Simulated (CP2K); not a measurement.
BN:

```
N B
1.0
     2.56397    0.00000    0.00000
     1.28199    2.22046    0.00000
     1.28199    0.74015    2.09347
N B
1 1
Direct
  0.25000 0.25000 0.25000
  0.00000 0.00000 0.00000
```

The cell is a database's computed one.

Program: CP2K 2026.2. Alike in all runs: task band structure; no spin polarisation; cell as given; k mesh 13 × 13 × 13.

Question: Order these runs on this cell by their pressure, lowest first.
A. level PBEsol; potentials or basis POTENTIAL_UZH N GTH-PBE-q5, B GTH-PBE-q3; TZVP-MOLOPT-PBE-GTH basis; smearing fermi-dirac 0.05 eV; points a segment of the path (NPOINTS) 10; bands added on the path 2; CUTOFF of the grids 450 Ry
B. level LDA; potentials or basis GTH_POTENTIALS N GTH-PADE-q5, B GTH-PADE-q3; TZVP-MOLOPT-PBE-GTH basis; smearing fermi-dirac 0.0259 eV; points a segment of the path (NPOINTS) 10; bands added on the path 6; CUTOFF of the grids 450 Ry
C. level r2SCAN; potentials or basis POTENTIAL_UZH N GTH-SCAN-q5, B GTH-SCAN-q3; TZVP-MOLOPT-SCAN-GTH basis; smearing fermi-dirac 0.0259 eV; points a segment of the path (NPOINTS) 8; bands added on the path 4; CUTOFF of the grids 675 Ry

Answer: B (-13.4 GPa), C (-4.9 GPa), A (-2.6 GPa).

Caveats: the basis of atomic orbitals isn't converged, which shifts pressures, moduli and gaps; the potentials were made for another functional, which shifts forces and pressure (some runs).

Runs at the PBE level aren't shown here.
